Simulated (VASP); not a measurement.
A run of VASP 6.6.1 is set up as follows.

File INCAR:

```
SYSTEM = RbBr
PREC     = Accurate       ! precision mode
ENCUT    = 600            ! plane-wave cutoff, eV
EDIFF    = 1E-7           ! SCF threshold, eV
ISMEAR   = 0              ! smearing method
SIGMA    = 0.03           ! smearing width, eV
LREAL    = .False.        ! projectors in reciprocal space
LASPH    = .True.         ! aspherical terms in the spheres
NELM     = 80             ! most SCF steps
ALGO     = Fast           ! electronic algorithm
ISIF     = 2              ! what is computed and relaxed
LWAVE    = .False.        ! write WAVECAR
LCHARG   = .False.        ! write CHGCAR
GGA      = PS             ! functional
IBRION   = 2              ! ionic algorithm
NSW      = 40             ! ionic steps
EDIFFG   = -0.01          ! ionic threshold
```

KPOINTS

```
Automatic mesh
0
Gamma
  8 8 8
  0 0 0
```

File POSCAR:

```
RbBr                                    
1.0
    0.0000000000      3.3797546821      3.3797546821
    3.3797546821      0.0000000000      3.3797546821
    3.3797546821      3.3797546821     -0.0000000000
  Rb              Br            
     1     1
Direct
     1.0000000000000000    0.0000000000000000    0.0000000000000000
     0.5000000000000000    0.5000000000000000    0.5000000000000000
```

Potentials or basis: VASP PAW PBE potentials, release 64 (Rb_sv, Br).

Launch:

```bash
$ cat potpaw_PBE.64/Rb_sv/POTCAR potpaw_PBE.64/Br/POTCAR > POTCAR
$ mpirun -np 1 vasp_std > vasp.out
```

(1) Predict the band gap on the k mesh.

Results:

(1) 4.31 eV, direct.

Caveat: the relaxation stopped at its first step, so nothing moved.
